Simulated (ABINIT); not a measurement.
Here is an ABINIT 10.8.3 (patched build) calculation.

Contents of run.abi:

```
ndtset 2

pp_dirpath "./"
pseudos "Ta.GGA_PBE-JTH.xml, N.GGA_PBE-JTH.xml"

acell 3.1272829774 3.1272829774 3.1272829774 Angstrom
rprim
     0.0000000000     0.7071067812     0.7071067812
     0.7071067812     0.0000000000     0.7071067812
     0.7071067812     0.7071067812     0.0000000000
ntypat 2
znucl 73 7
natom 2
typat 1 2
xred
     0.5000000000     0.5000000000     0.5000000000
     0.0000000000     0.0000000000     0.0000000000

ecut 680.284656 eV
pawecutdg 47.0

ixc 23

occopt 3
tsmear 0.00183747

nspinor 2
nspden 1
pawspnorb 1

nstep 100

iomode 3
prtwf 0
prteig 0
prtebands 0
enunit 1
prtden1 1

kptopt1 4
ngkpt1 10 10 10
nshiftk1 1
shiftk1 0.0 0.0 0.0
nband1 26
tolvrs1 1.0e-9

iscf2 -2
getden2 1
nband2 34
nbdbuf2 2
tolwfr2 1.0e-12
kptopt2 -9
ndivsm2 5
prteig2 1
kptbounds2
     0.0000000000     0.0000000000     0.0000000000
     0.5000000000     0.0000000000     0.5000000000
     0.5000000000     0.2500000000     0.7500000000
     0.3750000000     0.3750000000     0.7500000000
     0.0000000000     0.0000000000     0.0000000000
     0.5000000000     0.5000000000     0.5000000000
     0.6250000000     0.2500000000     0.6250000000
     0.5000000000     0.2500000000     0.7500000000
     0.5000000000     0.5000000000     0.5000000000
     0.3750000000     0.3750000000     0.7500000000
```

Potentials or basis: JTH PAW PBE v2.0.

Command:

```sh
$ abinit run.abi > log 2>&1
```

**Question.** What does it give for the band gap on the k mesh?

**Answer.** None (metal or under the smearing width).

Levels at the corners of the path, in eV from the Fermi level:
```
point  band 16  band 17  band 18  band 19  band 20  band 21
    Γ    -3.68    -2.24    -2.24    -2.24    -2.24    -1.87
    X    -4.67    -4.36    -4.36     1.98     1.98     3.10
    W    -6.42    -0.28    -0.28    -0.13    -0.13     3.26
    K    -6.03    -2.21    -2.21     2.22     2.22     2.57
    Γ    -3.68    -2.24    -2.24    -2.24    -2.24    -1.87
    L    -7.41     1.67     1.67     1.73     1.73     2.14
    U    -6.03    -2.21    -2.21     2.22     2.22     2.57
    W    -6.42    -0.28    -0.28    -0.13    -0.13     3.26
    L    -7.41     1.67     1.67     1.73     1.73     2.14
    K    -6.03    -2.21    -2.21     2.22     2.22     2.57
```

Caveat: the highest band is partly filled, so the run has too few bands.
